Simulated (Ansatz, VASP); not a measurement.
# One calculation of B, two programs

```
CELL_PARAMETERS angstrom
0.00000 4.28642 4.28642
4.28642 0.00000 4.28642
4.28642 4.28642 0.00000
ATOMIC_POSITIONS crystal
B 0.28899 0.57034 0.57034
B 0.67966 0.67966 0.67966
B 0.67966 0.67966 0.96101
B 0.67966 0.96101 0.67966
B 0.57034 0.28899 0.57034
B 0.57034 0.57034 0.57034
B 0.57034 0.57034 0.28899
B 0.96101 0.67966 0.67966
```

Alike in both runs: functional PBE; k mesh 8 × 8 × 8; occupations gaussian, width 0.1 eV; no spin polarisation.

Ansatz relaxed the structure, and its values are those at the end. VASP's run is a single point on that final structure, the one shown.

```csv
,VASP,Ansatz
version,VASP 6.6.1,Ansatz 0.2.0
potentials or method,"VASP PAW PBE potentials, release 64 (B)","scalar-relativistic, plane waves, PAW"
plane-wave cutoff (eV),520,420
valence electrons in the cell,24,24
```

VASP gave:

* gap on the k mesh at the Fermi level (eV): none
* pressure (GPa): 0.0
* rms of the force components (eV/Å): 0.014

Q: Estimate Ansatz's values.

A: gap on the k mesh at the Fermi level (eV): none; pressure (GPa): 0.0; rms of the force components (eV/Å): 0.001.

A gap of «none» marks a metal or a gap that the smearing closes. With one functional, cell and mesh, what is left measures potentials, basis and numerics.
